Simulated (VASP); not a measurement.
Write the native input for VASP 6.6.1 that does the following.

```
Task                   : relaxation of cell and atoms
Functional             : PBE
Potentials or basis    : VASP PAW PBE potentials, release 64 (Be)
Cutoff                 : 600 eV
k mesh                 : 18 × 18 × 10
Occupations            : methfessel-paxton, width 0.1 eV
Spin                   : no spin polarisation
Target pressure        : 47.9 GPa
Further INCAR settings : ALGO = Normal; EDIFF = 1e-07; IBRION = 2; EDIFFG = -0.005; NSW = 90; ISIF = 3
Target pressure        : 47.9 GPa
```

The structure of Be lies in POSCAR:

```
Be                                      
1.0
    2.0704460372      0.0000000000      0.0000000000
   -1.0352230186      1.7930588654      0.0000000000
    0.0000000000     -0.0000000000      3.3016932318
  Be            
     2
Direct
     0.3333333332999970    0.6666666667000030    0.2500000000000000
     0.6666666667000030    0.3333333332999970    0.7500000000000000
```

One way to write it, as run:

INCAR

```
  PREC = Accurate
  ENCUT = 600
  EDIFF = 1E-7
  ISMEAR = 1
  SIGMA = 0.1
  LREAL = F
  LASPH = T
  NELM = 80
  ALGO = Normal
  ISIF = 3
  LWAVE = F
  LCHARG = F
  GGA = PE
  IBRION = 2
  NSW = 90
  EDIFFG = -0.005
  PSTRESS = 479.0
```

KPOINTS

```
Automatic mesh
0
Gamma
  18 18 10
```

Potentials or basis: VASP PAW PBE potentials, release 64 (Be).

The run is started by

```console
$ cat potpaw_PBE.64/Be/POTCAR > POTCAR
$ mpirun -np 1 vasp_std > vasp.out
```

It gave:

```
Pressure after relaxing : 48.0 GPa
Band gap on the k mesh  : none (metal or under the smearing width)
```

Caveat: the relaxation stopped at its first step, so nothing moved; the cell is relaxed towards a set pressure, so the enthalpy falls and the energy may rise.

Run time: 16 s on 1 thread of AMD EPYC 7R43 64-Core Processor (Zen 3) (shared host), peak memory 0.1 GiB.
